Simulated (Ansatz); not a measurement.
# SnO2: how the free axis answers a strain

SnO2, Pbcn, a = 4.703 Å, b = 5.695 Å, c = 5.204 Å. This isn't the usual stable structure of the compound. Ansatz: LDA, PAW, 420 eV, Γ-centred 6×6×6 mesh on 12 atoms, Gaussian smearing 0.02 eV; no spin polarisation. Series: uniaxial strain along c, with a, b and atoms relaxed; x is the strain in per cent. y is the change of a in per cent of 4.703 Å.

```
x (%) y (%)
 -2.0      ?
 -1.0   0.55
  0.0   0.00
  1.0  -0.56
  2.0  -1.12
```

**Question.** Fit y = c1 x + c2 x² to the other rows, say what c1 measures, and predict the missing y.

**Answer.** Least squares on the rows shown. y = −0.5541 x − 0.003182 x². So −c1 = 0.554 is Poisson's ratio for this pair of axes, over the isotropic limit of 0.5, which a direction in an anisotropic crystal may pass. Along b the same runs (not shown) give 0.08. At x = -2.0 the fit asked for gives 1.10 %. The run gave 1.10 %, the same to the digits shown. The form still works here, 33 % of the fitted range beyond its end.

Cost: 5 runs of about 17 core-minutes in all, on Arm Neoverse V2 (shared hosts).